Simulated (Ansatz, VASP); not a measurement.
Ga in VASP and in Ansatz

```
CELL_PARAMETERS angstrom
2.21789 -3.74191 0.00000
2.21789 3.74191 0.00000
0.00000 0.00000 4.42496
ATOMIC_POSITIONS crystal
Ga 0.84436 0.15564 0.08594
Ga 0.65564 0.34436 0.58594
Ga 0.15564 0.84436 0.91406
Ga 0.34436 0.65564 0.41406
```

Alike in both runs: task single point; functional LDA; k mesh 8 × 8 × 7; occupations gaussian, width 0.2 eV; no spin polarisation.

|  | VASP | Ansatz |
| --- | --- | --- |
| version | VASP 6.6.1 | Ansatz 0.2.0 |
| potentials or method | VASP PAW LDA potentials, release 64 (Ga_d) | plane waves (420 eV) with PAW, scalar-relativistic |
| plane-wave cutoff (eV) | 520 | 420 |
| valence electrons in the cell | 52 | 52 |

|  | VASP | Ansatz | Ansatz less VASP |
| --- | --- | --- | --- |
| pressure (GPa) | 0.1 | 0.0 | -0.17 |
| largest component of the traceless stress (GPa) | 0.07 | 0.04 | -0.030 |

Ansatz warned: «pseudo_functional_mismatch».
